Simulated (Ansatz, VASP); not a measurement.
# KCl: VASP beside Ansatz

```
K Cl
1.0
     3.63400    0.00000    0.00000
     0.00000    3.63400    0.00000
     0.00000    0.00000    3.52498
K Cl
1 1
Direct
  0.00000 0.00000 0.00000
  0.50000 0.50000 0.50000
```

Change from the starting cell: zz strain of -3 %.

Alike in both runs: task single point; functional PBE; k mesh 7 × 7 × 7; occupations fermi-dirac, width 0.02 eV; no spin polarisation.

```csv
,VASP,Ansatz
version,VASP 6.6.1,Ansatz 0.2.0
potentials or method,"VASP PAW PBE potentials, release 64 (K_sv, Cl), cutoff 520 eV","all-electron LAPW, scalar-relativistic"
```

```csv
,VASP,Ansatz,Ansatz less VASP
gap on the k mesh at the Fermi level (eV),5.64,5.64,+0.002
pressure (GPa),5.8,5.7,-0.09
largest component of the traceless stress (GPa),1.11,1.11,+0.002
```

Ansatz ran all-electron here, so the differences hold the error of VASP's frozen core and of both bases.

Caveats: an odd mesh through Γ misses points on the zone boundary, where band edges often lie.
